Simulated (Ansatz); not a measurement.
## From the elastic tensor of W at 18 GPa (stress–strain coefficients) to moduli and sound speeds

Method: Ansatz, DFT PBE, scalar-relativistic, plane waves, PAW. Cutoff 420 eV, 20×20×20 k-points (Γ-centred), Fermi-Dirac smearing of 0.15 eV. No spin polarisation.

The structure is cubic, space group Im-3m (No. 229). The conventional cell has a = 3.128 Å, b = 3.128 Å, c = 3.128 Å, α = 90.00°, β = 90.00°, γ = 90.00°. W (site symmetry m-3m) has 8 W at 2.71 Å as nearest neighbours.

In a metal, frequencies and elastic constants depend on the k mesh and the smearing, soft modes and shear constants most. Spin–orbit coupling is left out, which can shift energies with elements as heavy as these.

Relaxed-ion constants (GPa, on the Cartesian axes of the calculation):
```
618.3 254.0 254.0   0.0   0.0   0.0
254.0 618.3 254.0   0.0   0.0   0.0
254.0 254.0 618.3   0.0   0.0   0.0
  0.0   0.0   0.0 171.9   0.0   0.0
  0.0   0.0   0.0   0.0 171.9   0.0
  0.0   0.0   0.0   0.0   0.0 171.9
```

Density 19.953 g/cm³; 1 atom in 15.30 Å³.

The values that follow are for a polycrystal of randomly turned grains, by Hill's mean where one number stands.

With S = C⁻¹: B_V = (C11+C22+C33+2(C12+C13+C23))/9, G_V = (C11+C22+C33−C12−C13−C23+3(C44+C55+C66))/15, 1/B_R = S11+S22+S33+2(S12+S13+S23), 15/G_R = 4(S11+S22+S33−S12−S13−S23)+3(S44+S55+S66); Hill is their mean. Then v_l = √((B+4G/3)/ρ), v_t = √(G/ρ), v_m = [(2/v_t³+1/v_l³)/3]^(−1/3) and Θ = (ħ/k_B)·v_m·(6π²n/V)^(1/3) for n atoms in the volume V; E = 9BG/(3B+G), ν = (3B−2G)/(2(3B+G)) and A^U = 5G_V/G_R + B_V/B_R − 6.

```json
{
 "Bulk modulus, Voigt / Reuss / Hill": "375.4 / 375.4 / 375.4 GPa",
 "Shear modulus, Voigt / Reuss / Hill": "176.0 / 175.9 / 176.0 GPa",
 "Young's modulus": "457 GPa",
 "Poisson ratio": "0.297",
 "Pugh ratio B/G": "2.13",
 "Universal anisotropy index": "0.00",
 "Longitudinal and transverse sound speeds": "5529 and 2970 m/s",
 "Debye temperature from the mean sound speed": "398 K"
}
```

Compressed tungsten remains very stiff and almost elastically isotropic. The stiffness comes from its roughly half-filled 5d band: bonding states are largely occupied and antibonding ones largely empty, and the Fermi level lies in the pseudogap typical of bcc group 6 metals, which also favours resistance to tetragonal shear. The near-isotropy isn't required by cubic symmetry. It reflects two independent shear stiffnesses that happen to be close, with C44 slightly below (C11−C12)/2, so the anisotropy index of 0.00 is a rounded small value rather than exact isotropy.

C12 exceeds C44 by more than the pressure term alone would give for central pair forces, which points to many-body, non-central contributions to the metallic bonding. The positive shear and bulk stiffnesses support stability against small homogeneous strains at this pressure, but not against short-wavelength phonons. Nor does the Pugh ratio of 2.13 establish ductility: tungsten's familiar low-temperature brittleness is governed by screw-dislocation mobility and grain-boundary cohesion, which elastic constants don't capture.
